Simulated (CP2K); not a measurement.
BAs under changes of volume

One of the cells (13.626 Å³/atom); the others are scaled copies at fixed shape and fractional positions:

```
CELL_PARAMETERS angstrom
3.37785 0.00000 0.00000
1.68892 2.92530 0.00000
1.68892 0.97510 2.75800
ATOMIC_POSITIONS crystal
As 0.75000 0.75000 0.75000
B 0.00000 0.00000 0.00000
```

```yaml
Program: CP2K 2026.2
Functional: LDA
Potentials_or_basis: GTH_POTENTIALS As GTH-PADE-q5, B GTH-PADE-q3; TZVP-MOLOPT-PBE-GTH basis
Density_cutoff: 6123 eV
k_mesh: 10 × 10 × 10
Occupations: fermi-dirac, width 0.0259 eV
Spin: no spin polarisation
```

```csv
volume (Å³/atom),energy over the lowest point (meV/atom),pressure (GPa),gap on the mesh (eV)
12.809,5.32,4.8,1.14
13.081,0.00,1.5,1.15
13.354,0.01,-1.4,1.17
13.626,4.78,-4.1,1.19
13.899,?,?,?
14.171,26.89,-8.7,1.22
14.444,43.42,-10.7,1.23
```

Task: What does the run at 13.899 Å³/atom give?

Result: Energy over the lowest point 13.89 meV/atom; pressure -6.5 GPa; gap on the mesh 1.20 eV.

Worked out: A Birch-Murnaghan fit of order 3 (a polynomial in V^(-2/3)) to the other rows has its minimum at 13.22 Å³/atom with B0 = V·E''(V) = 144 GPa and B' = 4.1. It gives 13.91 meV/atom at 13.899 Å³/atom, against the run's 13.89, and -dE/dV = -6.5 GPa, against -6.5. A straight line through the other rows of the gap, of slope 0.789 eV per unit of ln V, gives 1.20 eV, against the run's 1.20.

Energies are extrapolated to zero smearing.

Caveats: the basis of atomic orbitals isn't converged, which shifts pressures, moduli and gaps.

A mesh can miss the band edges. Spin-orbit coupling on As is left out.
